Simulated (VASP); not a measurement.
# CdS (Hawleyite) (F-43m) in VASP: single point with PBE

Aim: the single point of CdS (Hawleyite) with PBE.

All numbers are computed with VASP 6.6.1; they aren't measurements. Logs are shortened: lines on timing, memory, paths and dates and some standing lists are left out, and cuts for length are marked.

**1. The crystal as given**

It takes space group F-43m (No. 216, cubic). Conventional cell: a = 5.833 Å, b = 5.833 Å, c = 5.833 Å, α = 90.00°, β = 90.00°, γ = 90.00°. Cd (site symmetry -43m) has 4 S at 2.53 Å as nearest neighbours. S (site symmetry -43m) has 4 Cd at 2.53 Å as nearest neighbours.

**2. Single point, PBE**

Input file INCAR:

```
ALGO = Normal
EDIFF = 1E-6
ENCUT = 520
GGA = PE
ISIF = 2
ISMEAR = 0
LASPH = True
LCHARG = False
LREAL = False
LWAVE = False
NBANDS = 16
NELM = 100
PREC = Accurate
SIGMA = 0.01
```

Input file KPOINTS:

```
k-points
0
Gamma
  5 5 5
```

Input file POSCAR:

```
CdS
1.0
    0.0000000000      2.9165000000      2.9165000000
    2.9165000000      0.0000000000      2.9165000000
    2.9165000000      2.9165000000      0.0000000000
Cd S
1 1
Direct
    0.0000000000      0.0000000000      0.0000000000
    0.2500000000      0.2500000000      0.2500000000
```

Potentials or basis: VASP PAW PBE potentials, release 64 (Cd, S).

Started as:

```sh
cat potpaw_PBE.64/Cd/POTCAR potpaw_PBE.64/S/POTCAR > POTCAR
mpirun -np 1 vasp_std > vasp.out
```

OUTCAR:

```text
EDIFF = 1E-6
   ENCUT = 520
   GGA = PE
   ISIF = 2
   ISMEAR = 0
   LASPH = True
   LREAL = False
   NELM = 100
   PREC = Accurate

 ion  position               nearest neighbor table
   1  0.000  0.000  0.000-   2 2.53   2 2.53   2 2.53   2 2.53
   2  0.250  0.250  0.250-   1 2.53   1 2.53   1 2.53   1 2.53

  LATTYP: Found a face centered cubic cell.
 ALAT       =     5.8330000000

  Lattice vectors:

 A1 = (   0.0000000000,   2.9165000000,   2.9165000000)
 A2 = (   2.9165000000,   0.0000000000,   2.9165000000)
 A3 = (   2.9165000000,   2.9165000000,   0.0000000000)

Analysis of symmetry for initial positions (statically):
=====================================================================
 Subroutine PRICEL returns:
 Original cell was already a primitive cell.

 Routine SETGRP: Setting up the symmetry group for a
 face centered cubic supercell.

 Subroutine GETGRP returns: Found 24 space group operations
 (whereof 24 operations were pure point group operations)
 out of a pool of 48 trial point group operations.

The static configuration has the point symmetry T_d .

Analysis of symmetry for dynamics (positions and initial velocities):
=====================================================================
 Subroutine PRICEL returns:
 Original cell was already a primitive cell.

 Routine SETGRP: Setting up the symmetry group for a
 face centered cubic supercell.

 Subroutine GETGRP returns: Found 24 space group operations
 (whereof 24 operations were pure point group operations)
 out of a pool of 48 trial point group operations.

The dynamic configuration has the point symmetry T_d .

 Subroutine INISYM returns: Found 24 space group operations
 (whereof 24 operations are pure point group operations),
 and found     1 'primitive' translations

----------------------------------------------------------------------------------------

                                     Primitive cell

  volume of cell :      49.6153

  direct lattice vectors                    reciprocal lattice vectors
     0.000000000  2.916500000  2.916500000    -0.171438368  0.171438368  0.171438368
     2.916500000  0.000000000  2.916500000     0.171438368 -0.171438368  0.171438368
     2.916500000  2.916500000  0.000000000     0.171438368  0.171438368 -0.171438368

  length of vectors
     4.124553855  4.124553855  4.124553855     0.296939964  0.296939964  0.296939964

  position of ions in fractional coordinates (direct lattice)
     0.000000000  0.000000000  0.000000000
     0.250000000  0.250000000  0.250000000

  ion indices of the primitive-cell ions
   primitive index   ion index
                 1           1
                 2           2

----------------------------------------------------------------------------------------

 KPOINTS: k-points

Automatic generation of k-mesh.
 Grid dimensions read from file:
 generate k-points for:    5    5    5

 Generating k-lattice:

  Cartesian coordinates                     Fractional coordinates (reciprocal lattice)
    -0.034287674  0.034287674  0.034287674     0.200000000  0.000000000  0.000000000
     0.034287674 -0.034287674  0.034287674     0.000000000  0.200000000  0.000000000
     0.034287674  0.034287674 -0.034287674     0.000000000  0.000000000  0.200000000

  Length of vectors
     0.059387993  0.059387993  0.059387993

  Shift w.r.t. Gamma in fractional coordinates (k-lattice)
     0.000000000  0.000000000  0.000000000

 Subroutine IBZKPT returns following result:
 ===========================================

 Found     10 irreducible k-points:

 Following reciprocal coordinates:
            Coordinates               Weight
  0.000000  0.000000  0.000000      1.000000
  0.200000  0.000000  0.000000      8.000000
  0.400000  0.000000  0.000000      8.000000
  0.200000  0.200000  0.000000      6.000000
  0.400000  0.200000  0.000000     24.000000
 -0.400000  0.200000  0.000000     24.000000
 -0.200000  0.200000  0.000000     12.000000
  0.400000  0.400000  0.000000      6.000000
 -0.400000  0.400000  0.000000     12.000000
 -0.400000  0.400000  0.200000     24.000000
   k-points           NKPTS =     10   k-points in BZ     NKDIM =     10   number of bands    NBANDS=     16
   number of dos      NEDOS =    301   number of ions     NIONS =      2
   total plane-waves  NPLWV =  32768
   dimension x,y,z NGX =    32 NGY =   32 NGZ =   32
   dimension x,y,z NGXF=    64 NGYF=   64 NGZF=   64
   ions per type =               1   1
   NGX,Y,Z   is equivalent  to a cutoff of  12.90, 12.90, 12.90 a.u.
   NGXF,Y,Z  is equivalent  to a cutoff of  25.80, 25.80, 25.80 a.u.
 SYSTEM =  unknown system
   PREC   = accura    normal or accurate (medium, high low for compatibility)
   ISTART =      0    job   : 0-new  1-cont  2-samecut
   ICHARG =      2    charge: 1-file 2-atom 10-const
   ISPIN  =      1    spin polarized calculation?
   LNONCOLLINEAR =      F non collinear calculations
   LSORBIT =      F    spin-orbit coupling
   LASPH  =      T    aspherical Exc in radial PAW
   ENCUT  =  520.0 eV  38.22 Ry    6.18 a.u.   7.67  7.67  7.67*2*pi/ulx,y,z
   NELM   =    100;   NELMIN=  2; NELMDL= -5     # of ELM steps
   EDIFF  = 0.1E-05   stopping-criterion for ELM
   LREAL  =      F    real-space projection
   EDIFFG = 0.1E-04   stopping-criterion for IOM
   NSW    =      0    number of steps for IOM
   IBRION =     -1    ionic relax: 0-MD 1-quasi-New 2-CG
   NFREE  =      0    steps in history (QN), initial steepest desc. (CG)
   ISIF   =      2    stress and relaxation
   ISYM   =      2    0-nonsym 1-usesym 2-fastsym
   POTIM  = 0.5000    time-step for ionic-motion
   TEBEG  =    0.0;   TEEND  =   0.0 temperature during run
   PSTRESS=    0.0 pullay stress
   NELECT =      18.0000    total number of electrons
   NUPDOWN=      -1.0000    fix difference up-down
   EMIN   =  10.00;   EMAX   =-10.00  energy-range for DOS
   EFERMI =   0.00;   METHOD = LEGACY
   ISMEAR =     0;   SIGMA  =   0.01  broadening in eV -4-tet -1-fermi 0-gaus
   EFERMI_NEDOS =   21; number of points for ismear=-14 and -15
   IALGO  =     38    algorithm
   IMIX   =      4    mixing-type and parameters
     AMIX     =   0.40;   BMIX     =  1.00
     AMIX_MAG =   1.60;   BMIX_MAG =  1.00
  volume/ion in A,a.u.               =      24.81       167.41
  Fermi-wavevector in a.u.,A,eV,Ry     =   1.167599  2.206442 18.548649  1.363287
  Thomas-Fermi vector in A             =   2.304097
   LORBIT       =      0    0 simple, 1 ext, 2 COOP (PROOUT), +10 PAW based schemes
   GGA     = PE    functional components
   LHFCALC =     F    Hartree Fock is set to
   AEXX    =    0.0000 exact exchange contribution
   IVDW    =     0    specifies the selected vdW correction
   LEPSILON=     F    determine dielectric tensor
   LRPA    =     F    only Hartree local field effects (RPA)
 non-spin polarized calculation
 Gauss-broadening in eV      SIGMA  =   0.01
  energy-cutoff  :      520.00
  volume of cell :       49.62
 maximum number of plane-waves:      1363
   NGX = 15   NGY = 15   NGZ = 15

 number of electron      18.0000004 magnetization

 Free energy of the ion-electron system (eV)
  ---------------------------------------------------
  ext. energy  EPLUGINS =         0.00000000
  ---------------------------------------------------
  free energy    TOTEN  =        -6.11308275 eV

  energy without entropy =       -6.11308275  energy(sigma->0) =       -6.11308275

 E-fermi :   1.4322     XC(G=0):  -9.1468

 val. band max:        1.3214058463   @ k =   0.0000   0.0000   0.0000
 cond. band min:       2.4677156072   @ k =   0.0000   0.0000   0.0000
 fundamental gap:      1.1463097609
 Fermi energy:         1.4321582100

 k-point     1 :       0.0000    0.0000    0.0000
  band No.  band energies     occupation
      1     -11.0477      2.00000
      2      -6.4132      2.00000
      3      -6.4132      2.00000
      4      -6.4132      2.00000
      5      -5.9340      2.00000
      6      -5.9340      2.00000
[... 8 lines left out ...]
     15      12.7984      0.00000
     16      12.7984      0.00000

 k-point     2 :       0.2000    0.0000    0.0000
  band No.  band energies     occupation
      1     -10.9007      2.00000
      2      -6.3621      2.00000
      3      -6.3621      2.00000
      4      -6.2640      2.00000
      5      -5.9336      2.00000
      6      -5.9336      2.00000
[... 8 lines left out ...]
     15      11.9340      0.00000
     16      12.9525      0.00000

 k-point     3 :       0.4000    0.0000    0.0000
  band No.  band energies     occupation
      1     -10.6623      2.00000
      2      -6.3001      2.00000
      3      -6.3001      2.00000
      4      -5.9053      2.00000
      5      -5.9053      2.00000
      6      -5.7337      2.00000
[... 8 lines left out ...]
     15      13.0855      0.00000
     16      13.0855      0.00000

 k-point     4 :       0.2000    0.2000    0.0000
  band No.  band energies     occupation
      1     -10.8525      2.00000
      2      -6.3058      2.00000
      3      -6.3058      2.00000
      4      -6.2984      2.00000
      5      -5.9622      2.00000
      6      -5.9040      2.00000
[... 8 lines left out ...]
     15      13.0483      0.00000
     16      15.3695      0.00000

 k-point     5 :       0.4000    0.2000    0.0000
  band No.  band energies     occupation
      1     -10.6469      2.00000
      2      -6.2673      2.00000
      3      -6.2233      2.00000
      4      -6.0551      2.00000
      5      -5.8822      2.00000
      6      -5.7795      2.00000
[... 8 lines left out ...]
     15      13.6725      0.00000
     16      14.7006      0.00000

 k-point     6 :      -0.4000    0.2000    0.0000
  band No.  band energies     occupation
      1     -10.5698      2.00000
      2      -6.2590      2.00000
      3      -6.2221      2.00000
      4      -5.9492      2.00000
      5      -5.9112      2.00000
      6      -5.4700      2.00000
[... 8 lines left out ...]
     15      12.8587      0.00000
     16      14.4518      0.00000

 k-point     7 :      -0.2000    0.2000    0.0000
  band No.  band energies     occupation
      1     -10.7244      2.00000
      2      -6.2993      2.00000
      3      -6.2854      2.00000
      4      -6.0388      2.00000
      5      -5.9535      2.00000
      6      -5.8567      2.00000
[... 8 lines left out ...]
     15      13.3458      0.00000
     16      14.8997      0.00000

 k-point     8 :       0.4000    0.4000    0.0000
  band No.  band energies     occupation
      1     -10.5420      2.00000
      2      -6.1910      2.00000
      3      -6.1033      2.00000
      4      -6.1033      2.00000
      5      -5.8552      2.00000
      6      -5.6484      2.00000
[... 8 lines left out ...]
     15      13.5719      0.00000
     16      15.8340      0.00000

 k-point     9 :      -0.4000    0.4000    0.0000
  band No.  band energies     occupation
      1     -10.4963      2.00000
      2      -6.2058      2.00000
      3      -6.1011      2.00000
      4      -6.0453      2.00000
      5      -5.8761      2.00000
      6      -5.3785      2.00000
[... 8 lines left out ...]
     15      13.6755      0.00000
     16      15.2679      0.00000

 k-point    10 :      -0.4000    0.4000    0.2000
  band No.  band energies     occupation
      1     -10.5250      2.00000
      2      -6.1973      2.00000
      3      -6.1813      2.00000
      4      -6.0010      2.00000
      5      -5.9033      2.00000
      6      -5.4240      2.00000
[... 8 lines left out ...]
     15      13.7238      0.00000
     16      15.1962      0.00000

------------------------ aborting loop because EDIFF is reached ----------------------------------------

  FORCE on cell =-STRESS in cart. coord.  units (eV):
  Direction    XX          YY          ZZ          XY          YZ          ZX
  --------------------------------------------------------------------------------------
  -------------------------------------------------------------------------------------
  Total        1.0048036      1.0048036      1.0048036      0.0000000     -0.0000000      0.0000000
  in kB       32.4470963     32.4470963     32.4470963      0.0000000     -0.0000000      0.0000000
  external PRESSURE =      32.4470963 kB  Pullay stress =       0.0000000 kB

 VOLUME and BASIS-vectors are now :
 -----------------------------------------------------------------------------
  energy-cutoff  :      520.00
  volume of cell :       49.62
      direct lattice vectors                 reciprocal lattice vectors
     0.000000000  2.916500000  2.916500000    -0.171438368  0.171438368  0.171438368
     2.916500000  0.000000000  2.916500000     0.171438368 -0.171438368  0.171438368
     2.916500000  2.916500000  0.000000000     0.171438368  0.171438368 -0.171438368

 POSITION                                       TOTAL-FORCE (eV/Angst)
 -----------------------------------------------------------------------------------
      0.00000      0.00000      0.00000        -0.000000     -0.000000     -0.000000
      1.45825      1.45825      1.45825         0.000000      0.000000      0.000000
 -----------------------------------------------------------------------------------
    total drift:                               -0.000000     -0.000000     -0.000000

  FREE ENERGIE OF THE ION-ELECTRON SYSTEM (eV)
  ---------------------------------------------------
  free  energy   TOTEN  =        -6.1130827510 eV

  energy  without entropy=       -6.1130827510  energy(sigma->0) =       -6.11308275
```

Run time: 7.7 s. Hardware: 1 thread of Intel Xeon Platinum 8375C at 2.90GHz (Ice Lake), shared host; peak memory 0.17 GiB.

What came out:

```yaml
Free_energy: -6.1131 eV
Pressure: 3.2 GPa
Band_gap_on_the_k_mesh: 1.15 eV, direct
```

Expect the measured gap to be larger: semilocal functionals such as PBE lack the derivative discontinuity.
